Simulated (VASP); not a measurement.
# NiO (Fm-3m) in VASP: a series of runs

Runs on NiO. Level: PBE+U. Tasks: single point.

All numbers are computed with VASP 6.6.1; they aren't measurements. Logs are shortened: lines on timing, memory, paths and dates and some standing lists are left out, and cuts for length are marked.

## Step 1: The crystal as given

It takes space group Fm-3m (No. 225, cubic). Conventional cell: a = 4.183 Å, b = 4.183 Å, c = 4.183 Å, α = 90.00°, β = 90.00°, γ = 90.00°. Ni (site symmetry m-3m) is surrounded by 6 O at 2.09 Å. Around O (site symmetry m-3m) lie 6 Ni at 2.09 Å.

## Step 2: Single point, PBE+U, collinear spin, ferrimagnetic start

The input, INCAR:

```
SYSTEM = NiO
PREC     = Accurate       ! precision mode
ENCUT    = 520            ! plane-wave cutoff, eV
EDIFF    = 1E-6           ! SCF threshold, eV
ISMEAR   = 0              ! smearing method
SIGMA    = 0.05           ! smearing width, eV
LREAL    = .False.        ! projectors in reciprocal space
LASPH    = .True.         ! aspherical terms in the spheres
NELM     = 100            ! most SCF steps
ALGO     = Fast           ! electronic algorithm
ISIF     = 2              ! what is computed and relaxed
LWAVE    = .False.        ! write WAVECAR
LCHARG   = .False.        ! write CHGCAR
ISPIN    = 2              ! spin polarisation
MAGMOM   = 1 -0.5 0 0     ! initial moments
LORBIT   = 11             ! projections on sites
LMAXMIX  = 4              ! l up to which the mixer works
LDAU     = .True.         ! DFT+U
LDAUTYPE = 2            
LDAUL    = 2 -1           ! shell
LDAUU    = 8 0            ! U, eV
LDAUJ    = 0 0          
LDAUPRINT= 1            
GGA      = PE             ! functional
NBANDS   = 28             ! bands
```

The input, KPOINTS:

```
regular mesh
0
Gamma
  7 7 7
  0 0 0
```

The input, POSCAR:

```
NiO
1.0
    4.1826190200      2.0913095100      2.0913095100
    2.0913095100      4.1826190200      2.0913095100
    2.0913095100      2.0913095100      4.1826190200
Ni O
2 2
Direct
    0.0000000000      0.0000000000      0.0000000000
    0.5000000000      0.5000000000      0.5000000000
    0.2500000000      0.2500000000      0.2500000000
    0.7500000000      0.7500000000      0.7500000000
```

Potentials or basis: VASP PAW PBE potentials, release 64 (Ni, O).

Run with:

```
> cat potpaw_PBE.64/Ni/POTCAR potpaw_PBE.64/O/POTCAR > POTCAR
> mpirun -np 1 vasp_std > vasp.out
```

OUTCAR:

```text
SYSTEM = NiO
   PREC = Accurate
   ENCUT = 520
   EDIFF = 1E-6
   ISMEAR = 0
   LREAL = .False.
   LASPH = .True.
   NELM = 100
   ISIF = 2
   ISPIN = 2
   LORBIT = 11
   GGA = PE

 ion  position               nearest neighbor table
   1  0.000  0.000  0.000-   4 2.09   4 2.09   4 2.09   3 2.09   3 2.09   3 2.09   2 2.96   2 2.96
                             2 2.96   2 2.96   2 2.96   2 2.96
   2  0.500  0.500  0.500-   3 2.09   3 2.09   3 2.09   4 2.09   4 2.09   4 2.09   1 2.96   1 2.96
                             1 2.96   1 2.96   1 2.96   1 2.96
   3  0.250  0.250  0.250-   1 2.09   1 2.09   1 2.09   2 2.09   2 2.09   2 2.09
   4  0.750  0.750  0.750-   2 2.09   2 2.09   2 2.09   1 2.09   1 2.09   1 2.09

  LATTYP: Found a trigonal (rhomboedric) cell.
 ALAT       =     5.1226411937
 COS(alpha) =     0.8333333333

  Lattice vectors:

 A1 = (   4.1826190200,   2.0913095100,   2.0913095100)
 A2 = (   2.0913095100,   4.1826190200,   2.0913095100)
 A3 = (   2.0913095100,   2.0913095100,   4.1826190200)

Analysis of symmetry for initial positions (statically):
=====================================================================
 Subroutine PRICEL returns following result:

  LATTYP: Found a face centered cubic cell.
 ALAT       =     4.1826190200

  Lattice vectors:

 A1 = (   0.0000000000,  -2.0913095100,   2.0913095100)
 A2 = (  -2.0913095100,   0.0000000000,   2.0913095100)
 A3 = (  -2.0913095100,  -2.0913095100,   0.0000000000)

   2 primitive cells build up your supercell.

 Routine SETGRP: Setting up the symmetry group for a
 trigonal (rhombohedral) supercell.

 Subroutine GETGRP returns: Found 12 space group operations
 (whereof 12 operations were pure point group operations)
 out of a pool of 12 trial point group operations.

The static configuration has the point symmetry D_3d.

Analysis of symmetry for dynamics (positions and initial velocities):
=====================================================================
 Subroutine PRICEL returns following result:

  LATTYP: Found a face centered cubic cell.
 ALAT       =     4.1826190200

  Lattice vectors:

 A1 = (   0.0000000000,  -2.0913095100,   2.0913095100)
 A2 = (  -2.0913095100,   0.0000000000,   2.0913095100)
 A3 = (  -2.0913095100,  -2.0913095100,   0.0000000000)

   2 primitive cells build up your supercell.

 Routine SETGRP: Setting up the symmetry group for a
 trigonal (rhombohedral) supercell.

 Subroutine GETGRP returns: Found 12 space group operations
 (whereof 12 operations were pure point group operations)
 out of a pool of 12 trial point group operations.

The dynamic configuration has the point symmetry D_3d.

Analysis of structural, dynamic, and magnetic symmetry:
=====================================================================
 Subroutine PRICEL returns:
 Original cell was already a primitive cell.

 Routine SETGRP: Setting up the symmetry group for a
 trigonal (rhombohedral) supercell.

 Subroutine GETGRP returns: Found 12 space group operations
 (whereof 12 operations were pure point group operations)
 out of a pool of 12 trial point group operations.

The overall configuration has the point symmetry D_3d.

 Subroutine INISYM returns: Found 12 space group operations
 (whereof 12 operations are pure point group operations),
 and found     1 'primitive' translations

[... 167 lines left out ...]
  o =  0.1292  v =  0.0000  0.0000  0.0000  0.0000  0.0000  0.0003 -0.0001 -0.9997 -0.0001 -0.0236      0.0000  0.0000  0.0000  0.0000  0.0000  0.0000  0.0000  0.0000  0.0000  0.0000
  o =  0.9882  v =  0.0000  0.0000  0.0000  0.0000  0.0000  0.3161  0.4940  0.0001 -0.8100  0.0003      0.0000  0.0000  0.0000  0.0000  0.0000  0.0000  0.0000  0.0000  0.0000  0.0000
  o =  0.9882  v =  0.0000  0.0000  0.0000  0.0000  0.0000  0.7528 -0.6501  0.0003 -0.1027 -0.0001      0.0000  0.0000  0.0000  0.0000  0.0000  0.0000  0.0000  0.0000  0.0000  0.0000
[... 18 lines left out ...]
  o =  0.9894  v =  0.0000  0.0000  0.0000  0.0000  0.0000  0.5774  0.5774  0.0000  0.5774 -0.0000      0.0000  0.0000  0.0000  0.0000  0.0000  0.0000  0.0000  0.0000  0.0000  0.0000
  o =  0.9894  v =  0.0000  0.0000  0.0000  0.0000  0.0000 -0.7926  0.2266  0.0017  0.5660  0.0004      0.0000  0.0000  0.0000  0.0000  0.0000  0.0000  0.0000  0.0000  0.0000  0.0000
  o =  0.9894  v =  0.0000  0.0000  0.0000  0.0000  0.0000  0.1960 -0.7844 -0.0004  0.5884  0.0017      0.0000  0.0000  0.0000  0.0000  0.0000  0.0000  0.0000  0.0000  0.0000  0.0000
  o =  1.0443  v =  0.0000  0.0000  0.0000  0.0000  0.0000  0.0000  0.0012  0.0000 -0.0012  1.0000      0.0000  0.0000  0.0000  0.0000  0.0000  0.0000  0.0000  0.0000  0.0000  0.0000
  o =  1.0443  v =  0.0000  0.0000  0.0000  0.0000  0.0000  0.0014 -0.0007  1.0000 -0.0007 -0.0000      0.0000  0.0000  0.0000  0.0000  0.0000  0.0000  0.0000  0.0000  0.0000  0.0000

 number of electron      32.0000011 magnetization       0.0000077

 Free energy of the ion-electron system (eV)
  ---------------------------------------------------
  ext. energy  EPLUGINS =         0.00000000
  ---------------------------------------------------
  free energy    TOTEN  =       -20.02859979 eV

  energy without entropy =      -20.02859979  energy(sigma->0) =      -20.02859979

 E-fermi :   6.3888     XC(G=0): -12.6141

 val. band max:        6.0687691714   @ k =   0.4286   0.4286   0.4286
 cond. band min:       9.6417029119   @ k =   0.0000   0.0000   0.0000
 fundamental gap:      3.5729337405
 Fermi energy:         6.3888486026

 spin component 1

 k-point     1 :       0.0000    0.0000    0.0000
  band No.  band energies     occupation
      1     -11.9324      1.00000
      2     -10.4886      1.00000
      3      -1.0726      1.00000
      4      -1.0128      1.00000
      5      -1.0127      1.00000
      6       0.9580      1.00000
[... 1481 lines left out ...]
     27      25.1912      0.00000
     28      26.5079      0.00000

 [... further k-points ...]

------------------------ aborting loop because EDIFF is reached ----------------------------------------

  FORCE on cell =-STRESS in cart. coord.  units (eV):
  Direction    XX          YY          ZZ          XY          YZ          ZX
  --------------------------------------------------------------------------------------
  -------------------------------------------------------------------------------------
  Total       -0.3894734     -0.3894734     -0.3894734     -0.0137213     -0.0137213     -0.0137213
  in kB      -17.0558539    -17.0558539    -17.0558539     -0.6008830     -0.6008830     -0.6008830
  external PRESSURE =     -17.0558539 kB  Pullay stress =       0.0000000 kB

 VOLUME and BASIS-vectors are now :
 -----------------------------------------------------------------------------
  energy-cutoff  :      520.00
  volume of cell :       36.59
      direct lattice vectors                 reciprocal lattice vectors
     4.182619020  2.091309510  2.091309510     0.358626973 -0.119542324 -0.119542324
     2.091309510  4.182619020  2.091309510    -0.119542324  0.358626973 -0.119542324
     2.091309510  2.091309510  4.182619020    -0.119542324 -0.119542324  0.358626973

 POSITION                                       TOTAL-FORCE (eV/Angst)
 -----------------------------------------------------------------------------------
      0.00000      0.00000      0.00000        -0.000000     -0.000000      0.000000
      4.18262      4.18262      4.18262        -0.000000     -0.000000      0.000000
      2.09131      2.09131      2.09131         0.000307      0.000307      0.000307
      6.27393      6.27393      6.27393        -0.000307     -0.000307     -0.000307
 -----------------------------------------------------------------------------------
    total drift:                                0.000000     -0.000000     -0.000000

  FREE ENERGIE OF THE ION-ELECTRON SYSTEM (eV)
  ---------------------------------------------------
  free  energy   TOTEN  =       -20.0285997932 eV

  energy  without entropy=      -20.0285997932  energy(sigma->0) =      -20.02859979

 total charge

# of ion       s       p       d       tot
------------------------------------------
    1        0.342   0.424   8.250   9.016
    2        0.342   0.424   8.250   9.016
    3        1.547   3.483   0.000   5.030
    4        1.547   3.483   0.000   5.030
--------------------------------------------------
tot          3.780   7.812  16.500  28.092

 magnetization (x)

# of ion       s       p       d       tot
------------------------------------------
    1        0.001  -0.002   1.830   1.829
    2       -0.001   0.002  -1.830  -1.829
    3        0.000   0.000   0.000   0.000
    4        0.000   0.000   0.000   0.000
--------------------------------------------------
tot          0.000   0.000  -0.000   0.000
```

It took 6.7 min on 1 thread of Intel Xeon Platinum 8375C at 2.90GHz (Ice Lake), shared host; peak memory 0.32 GiB.

What came out:

- Free energy: -20.0286 eV
- Pressure: -1.7 GPa
- Band gap on the k mesh: 3.57 eV
- Net moment: 0.00 μB per cell
- Site moments: Ni +1.83, -1.83; O +0.00 μB
- Valence electrons inside the program's atomic spheres: Ni 9.02; O 5.03

Levels at points of the mesh, in eV from the valence-band top:
Spin up:
```csv
k point,band 14,band 15,band 16,band 17,band 18,band 19
"(0.00, 0.00, 0.00)",-0.55,-0.55,-0.55,3.57,5.05,5.05
```
Spin down:
| k point | band 12 | band 13 | band 14 | band 15 | band 16 | band 17 | band 18 | band 19 | band 20 | band 21 |
| --- | --- | --- | --- | --- | --- | --- | --- | --- | --- | --- |
| (0.00, 0.00, 0.00) | -0.64 | -0.64 | -0.55 | -0.55 | -0.55 | 3.57 | 5.05 | 5.05 | 7.52 | 11.98 |

Eigenvalues of the final occupation matrices:
| site | spin | trace | eigenvalues |
| --- | --- | --- | --- |
| site 1 d | 1 | 5.06 | 0.99 0.99 0.99 1.04 1.04 |
| site 1 d | 2 | 3.22 | 0.13 0.13 0.99 0.99 0.99 |
| site 2 d | 1 | 3.22 | 0.13 0.13 0.99 0.99 0.99 |
| site 2 d | 2 | 5.06 | 0.99 0.99 0.99 1.04 1.04 |

Caveat: an odd mesh through Γ misses points on the zone boundary, where band edges often lie.

## Step 3: Single point, PBE+U, collinear spin, random start

This run uses another cell than the first one: it holds 2 atoms, not 4.

INCAR: that of step 2 with these lines changed.

```diff
@@ -8,4 +8,4 @@
 LASPH    = .True.         ! aspherical terms in the spheres
-NELM     = 100            ! most SCF steps
-ALGO     = Fast           ! electronic algorithm
+NELM     = 150            ! most SCF steps
+ALGO     = Normal         ! electronic algorithm
 ISIF     = 2              ! what is computed and relaxed
@@ -14,3 +14,3 @@
 ISPIN    = 2              ! spin polarisation
-MAGMOM   = 1 -0.5 0 0     ! initial moments
+MAGMOM   = 0.04 0         ! initial moments
 LORBIT   = 11             ! projections on sites
@@ -24,2 +24,2 @@
 GGA      = PE             ! functional
-NBANDS   = 28             ! bands
+NBANDS   = 19             ! bands
```

The input, KPOINTS:

```
regular mesh
0
Gamma
  8 8 8
  0 0 0
```

The input, POSCAR:

```
NiO
1.0
    0.0000000000      2.0913095100      2.0913095100
    2.0913095100      0.0000000000      2.0913095100
    2.0913095100      2.0913095100      0.0000000000
Ni O
1 1
Direct
    0.0000000000      0.0000000000      0.0000000000
    0.5000000000      0.5000000000      0.5000000000
```

Potentials or basis: VASP PAW PBE potentials, release 64 (Ni, O).

Run with:

```
> cat potpaw_PBE.64/Ni/POTCAR potpaw_PBE.64/O/POTCAR > POTCAR
> mpirun -np 1 vasp_std > vasp.out
```

Wall time 31 s (1 thread of Intel Xeon Platinum 8375C at 2.90GHz (Ice Lake), shared host); peak memory 0.15 GiB.

Results (log left out):

```yaml
Free_energy: -9.9691 eV
Pressure: -0.5 GPa
Band_gap_on_the_k_mesh: 3.02 eV, indirect (least direct gap 3.79 eV)
Net_moment: 2.00 μB per cell
Site_moments: Ni +1.88; O +0.13 μB
Valence_electrons_inside_the_program's_atomic_spheres: Ni 9.01; O 5.04
```

Levels at points of the mesh, in eV from the valence-band top:
Spin up:
```csv
k point,band 7,band 8,band 9,band 10,band 11,band 12
"(0.00, 0.00, 0.00)",-1.04,-1.04,-1.04,3.02,17.39,17.39
"(0.50, 0.00, 0.00)",-3.46,0.00,0.00,7.04,11.39,15.25
"(0.50, 0.50, 0.00)",-4.95,-2.42,-2.42,7.28,11.16,12.26
```
Spin down:
```
           k point  band 4  band 5  band 6  band 7  band 8  band 9  band 10  band 11
(0.00, 0.00, 0.00)   -4.73   -0.77   -0.77   -0.77    3.35    3.51     3.51    17.67
(0.50, 0.00, 0.00)   -4.55   -2.63   -1.75   -1.75    5.71    5.71     7.21    11.80
(0.50, 0.50, 0.00)   -3.86   -3.86   -2.16   -2.16    3.97    4.39     7.97    11.46
```

Eigenvalues of the final occupation matrices:
```csv
site,spin,trace,eigenvalues
site 1 d,1,5.07,0.99 0.99 0.99 1.05 1.05
site 1 d,2,3.20,0.12 0.12 0.99 0.99 0.99
```

Caveat: a cell with one magnetic atom can't hold antiferromagnetic order, which such compounds often take.

## Step 4: Single point, PBE+U, collinear spin, ferromagnetic start

This run uses another cell than the first one: it holds 2 atoms, not 4.

The input, INCAR:

```
SYSTEM = NiO
ALGO = Fast ; EDIFF = 1E-6
ENCUT = 520 ; GGA = PE
ISIF = 2 ; ISMEAR = 0
ISPIN = 2 ; LASPH = .TRUE.
LCHARG = .FALSE. ; LDAU = .TRUE.
LDAUJ = 0 0 ; LDAUL = 2 -1
LDAUPRINT = 1 ; LDAUTYPE = 2
LDAUU = 8 0 ; LMAXMIX = 4
LORBIT = 11 ; LREAL = .FALSE.
LWAVE = .FALSE. ; MAGMOM = 1 0
NELM = 100 ; NUPDOWN = 4
PREC = Accurate ; SIGMA = 0.05
```

The input, KPOINTS:

```
k-points
0
G
  8 8 8
  0 0 0
```

POSCAR is that of step 3.

Run with:

```
> cat potpaw_PBE.64/Ni/POTCAR potpaw_PBE.64/O/POTCAR > POTCAR
> mpirun -np 1 vasp_std > vasp.out
```

Wall time 24 s (1 thread of Intel Xeon Platinum 8375C at 2.90GHz (Ice Lake), shared host); peak memory 0.15 GiB.

Results (log left out):

* Free energy: -1.0758 eV
* Pressure: 82.2 GPa
* Net moment: 4.00 μB per cell
* Site moments: Ni +2.52; O +1.04 μB
* Valence electrons inside the program's atomic spheres: Ni 9.07; O 4.88

Eigenvalues of the final occupation matrices:
```csv
site,spin,trace,eigenvalues
site 1 d,1,5.07,0.99 0.99 0.99 1.05 1.05
site 1 d,2,2.97,0.07 0.07 0.94 0.94 0.94
```

Caveat: the moment is held away from its start; a pressure of tens of GPa on the cell as given is suspect, and the run, the potentials or the cell itself is likely at fault; the total moment is fixed, so each spin has its own Fermi level; a cell with one magnetic atom can't hold antiferromagnetic order, which such compounds often take. The state reached can hang on the start; a lower one may exist.

## Step 5: Single point, PBE+U, collinear spin, ferromagnetic start

This run uses another cell than the first one: it holds 2 atoms, not 4.

The input, INCAR:

```
PREC     = Accurate       # precision mode
ENCUT    = 520            # plane-wave cutoff, eV
EDIFF    = 1E-7           # SCF threshold, eV
ISMEAR   = 0              # smearing method
SIGMA    = 0.05           # smearing width, eV
LREAL    = F              # projectors in reciprocal space
LASPH    = T              # aspherical terms in the spheres
NELM     = 120            # most SCF steps
ALGO     = Normal         # electronic algorithm
ISIF     = 2              # what is computed and relaxed
LWAVE    = F              # write WAVECAR
LCHARG   = T              # write CHGCAR
ISPIN    = 2              # spin polarisation
MAGMOM   = 1 0            # initial moments
LORBIT   = 11             # projections on sites
LMAXMIX  = 4              # l up to which the mixer works
LDAU     = T              # DFT+U
LDAUTYPE = 2            
LDAUL    = 2 -1           # shell
LDAUU    = 7 0            # U, eV
LDAUJ    = 0 0          
LDAUPRINT= 1            
GGA      = PE             # functional
LELF     = T              # ELF
LVHAR    = T            
NBANDS   = 19             # bands
```

The input, KPOINTS:

```
regular mesh
0
Gamma
  8 8 8
```

POSCAR is that of step 4.

Run with:

```
> cat potpaw_PBE.64/Ni/POTCAR potpaw_PBE.64/O/POTCAR > POTCAR
> mpirun -np 1 vasp_std > vasp.out
```

It took 27 s on 1 thread of Intel Xeon Platinum 8375C at 2.90GHz (Ice Lake), shared host; peak memory 0.15 GiB.

Results (log left out):

```
Free energy                                           : -10.0674 eV
Pressure                                              : 0.9 GPa
Band gap on the k mesh                                : 2.85 eV, indirect (least direct gap 3.71 eV)
Net moment                                            : 2.00 μB per cell
Site moments                                          : Ni +1.85; O +0.15 μB
Valence electrons inside the program's atomic spheres : Ni 9.00; O 5.03
```

Levels at points of the mesh, in eV from the valence-band top:
Spin up:
| k point | band 7 | band 8 | band 9 | band 10 | band 11 | band 12 |
| --- | --- | --- | --- | --- | --- | --- |
| (0.00, 0.00, 0.00) | -1.24 | -1.24 | -1.24 | 2.85 | 17.68 | 17.68 |
| (0.50, 0.00, 0.00) | -3.27 | 0.00 | 0.00 | 6.88 | 11.25 | 15.11 |
| (0.50, 0.50, 0.00) | -4.52 | -2.61 | -2.61 | 7.15 | 11.36 | 12.08 |
Spin down:
```
           k point  band 5  band 6  band 7  band 8  band 9  band 10
(0.00, 0.00, 0.00)   -0.93   -0.93   -0.93    2.96    2.96     3.19
(0.50, 0.00, 0.00)   -2.40   -1.89   -1.89    5.24    5.24     7.05
(0.50, 0.50, 0.00)   -3.44   -2.32   -2.32    3.42    3.85     7.81
```

Eigenvalues of the final occupation matrices:
| site | spin | trace | eigenvalues |
| --- | --- | --- | --- |
| site 1 d | 1 | 5.04 | 0.99 0.99 0.99 1.04 1.04 |
| site 1 d | 2 | 3.21 | 0.13 0.13 0.98 0.98 0.98 |

Caveat: a cell with one magnetic atom can't hold antiferromagnetic order, which such compounds often take.

## Step 6: The reference run

An earlier run on the cell as given: functional PBE; potentials or basis VASP PAW PBE potentials, release 64 (Ni, O); cutoff 520 eV; k mesh 11 × 11 × 11; occupations fermi-dirac, width 0.05 eV; collinear spin, ferromagnetic start; starting moments [1.0, 0.0] μB.

* Pressure: 3.7 GPa
* Band gap on the k mesh: none (metal or under the smearing width)
* Net moment: 1.70 μB per cell
* Site moments: Ni +1.40; O +0.26 μB
* Valence electrons inside the program's atomic spheres: Ni 8.98; O 4.98

## Step 7: Overview

```csv
level,spin,U,fixed moment (μB),k mesh,smearing,supercell matrix,gap on the mesh (eV),pressure (GPa),moment (μB)
PBE+U,"collinear, ferrimagnetic start",Ni d U = 8 eV,-,7 × 7 × 7,gaussian 0.05 eV,"[0, 1, 1, 1, 0, 1, 1, 1, 0]",3.57,-1.7,0.00
PBE+U,"collinear, random start",Ni d U = 8 eV,-,8 × 8 × 8,gaussian 0.05 eV,-,3.02,-0.5,2.00
PBE+U,"collinear, ferromagnetic start",Ni d U = 8 eV,4,8 × 8 × 8,gaussian 0.05 eV,-,-,82.2,4.00
PBE+U,"collinear, ferromagnetic start",Ni d U = 7 eV,-,8 × 8 × 8,gaussian 0.05 eV,-,2.85,0.9,2.00
PBE,"collinear, ferromagnetic start",-,-,11 × 11 × 11,fermi-dirac 0.05 eV,-,none,3.7,1.70
```

Alike in all rows: task single point; potentials or basis VASP PAW PBE potentials, release 64 (Ni, O); cell as given; cutoff (eV) 520.

On the cell as given the gap runs from zero (PBE) to 3.57 eV (PBE+U); the meshes differ, which moves gaps too. The pressure there spans -1.7 GPa (PBE+U) to 82.2 GPa (PBE+U); a positive pressure means that this level wants a larger cell, a negative one a smaller.

Caveats: a cell with one magnetic atom can't hold antiferromagnetic order, which such compounds often take (some runs); an odd mesh through Γ misses points on the zone boundary, where band edges often lie (some runs); the moment is held away from its start (some runs); a pressure of tens of GPa on the cell as given is suspect, and the run, the potentials or the cell itself is likely at fault (some runs); the total moment is fixed, so each spin has its own Fermi level (some runs); semilocal functionals often make such compounds metallic where correlation or magnetic order opens a gap, which also shifts bond lengths (some runs).

Total energies depend on the potentials used, so only differences within one code and one set of settings carry meaning.
